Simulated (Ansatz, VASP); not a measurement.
# Si3Mo in VASP and in Ansatz

```
CELL_PARAMETERS angstrom
2.54835 0.00000 0.00000
0.00000 2.54835 0.00000
0.00000 0.00000 9.82930
ATOMIC_POSITIONS crystal
Si 0.00000 0.00000 0.23122
Si 0.00000 0.00000 0.50000
Si 0.00000 0.00000 0.76878
Mo 0.00000 0.00000 0.00000
```

Change from the starting cell: species swapped into the Sb3Au type (P4/mmm, No. 123).

Alike in both runs: task single point; functional PBE; k mesh 6 × 6 × 2; occupations gaussian, width 0.1 eV; no spin polarisation.

|  | VASP | Ansatz |
| --- | --- | --- |
| version | VASP 6.6.1 | Ansatz 0.2.0 |
| potentials or method | VASP PAW PBE potentials, release 64 (Si, Mo_sv) | scalar-relativistic, plane waves, PAW |
| plane-wave cutoff (eV) | 520 | 420 |
| valence electrons in the cell | 26 | 26 |

```csv
,VASP,Ansatz,Ansatz less VASP
gap on the k mesh at the Fermi level (eV),none,none,-
pressure (GPa),11.0,10.9,-0.13
largest component of the traceless stress (GPa),17.41,17.41,-0.001
rms of the force components (eV/Å),1.255,1.250,-0.0045
```

Atom by atom the forces differ by 0.005 eV/Å (rms over components). A gap of «none» marks a metal or a gap that the smearing closes. The functional is the same, so the differences come from potentials, cutoffs and numerics.

Caveats: the k mesh is coarse (spacing up to 0.41 Å⁻¹), so the values aren't converged; forces of over 1 eV/Å show positions far from the minimum, so gaps and moduli don't describe the material at rest.
